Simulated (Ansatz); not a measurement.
BN: two-dimensional strain map

Theory: DFT PBE+D3(BJ), scalar-relativistic, plane waves, PAW (Ansatz). The runs took a 420 eV cutoff, a Γ-centred 12×12×12 mesh and Gaussian smearing (0.05 eV). No spin polarisation. Energies are free energies at this smearing, counted from the undisturbed cell; pressure is positive in compression.

Reference structure (as given, not relaxed at this level; it stands at 0.8 GPa; this form isn't the usual structure):

```
B N
1.0
     0.00000    3.49532    2.16609
     1.25163    0.00000    2.16609
     1.25163    3.49532    0.00000
B N
1 1
Direct
  0.00005 0.00005 0.99995
  0.66665 0.66665 0.33335
```

The cell is strained by p along both x and y and by q along z, fractional coordinates fixed. Points are written (p, q).

Energy above the undisturbed cell in meV/atom (a dash: not computed):

| p \ q | -0.030 | -0.015 | 0.000 | 0.015 | 0.030 |
| --- | --- | --- | --- | --- | --- |
| -0.030 | 64.2 | 38.7 | 26.5 | 26.3 | 37.0 |
| -0.015 | 39.4 | – | 6.7 | – | ? |
| 0.000 | ? | 7.6 | 0.0 | 4.1 | 18.8 |
| 0.015 | ? | – | 5.1 | – | 27.6 |
| 0.030 | 40.7 | ? | 20.9 | – | 46.8 |

Problem. Fill in the withheld energies.

Solution. (-0.015, 0.030): 21.6; (0.000, -0.030): 28.1; (0.015, -0.030): 28.9; (0.030, -0.015): 24.5.